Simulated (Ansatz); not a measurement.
A run of Ansatz 0.2.0 is set up as follows.

File input.yaml:

```yaml
crystal:
  lattice:
    - [2.67, 0.0, 0.0]
    - [-1.335, 2.3122878281, 0.0]
    - [0.0, 0.0, 4.966]
  atoms:
    - { symbol: Zn, position: [0.6666666667, 0.3333333333, 0.75] }
    - { symbol: Zn, position: [0.3333333333, 0.6666666667, 0.25] }
hamiltonian:
  xc: pbesol
  pseudopotentials: { kind: paw }
  dispersion: d3bjatm
kpoints:
  mp_grid: { grid: [11, 11, 6] }
scf:
  occupations: { method: fermi_dirac, width: 0.05 }
output:
  forces: true
  stress: true
  eigenvalues: true
relax:
  f_tol: 0.01
  max_steps: 40
  cell: { stress_tol: 0.05 }
```

Potentials or basis: Ansatz PAW.

Command:

```sh
$ ansatz run input.yaml --threads 2 --pin off --max-ram 5632MiB --backend cpu --events-out ev --progress --plain --runs-dir out
```

**Question.** Predict the relaxed volume.

**Answer.** 13.46 Å³/atom.

**Question.** Predict the space group after relaxing (to 0.05 Å).

**Answer.** P6_3/mmc (No. 194).

Final structure:
```yaml
crystal:
  lattice:
    - [2.66017, 0.00000, 0.00000]
    - [-1.33009, 2.30378, 0.00000]
    - [0.00000, 0.00000, 4.39130]
  atoms:
    - { symbol: Zn, position: [0.66667, 0.33333, 0.75000] }
    - { symbol: Zn, position: [0.33333, 0.66667, 0.25000] }
```

Caveat: pairwise dispersion overbinds metals, which lowers pressure and volume; the PAW data sets come from PBE, with cores solved anew for the run's functional, which leaves a small shift of forces and pressure.
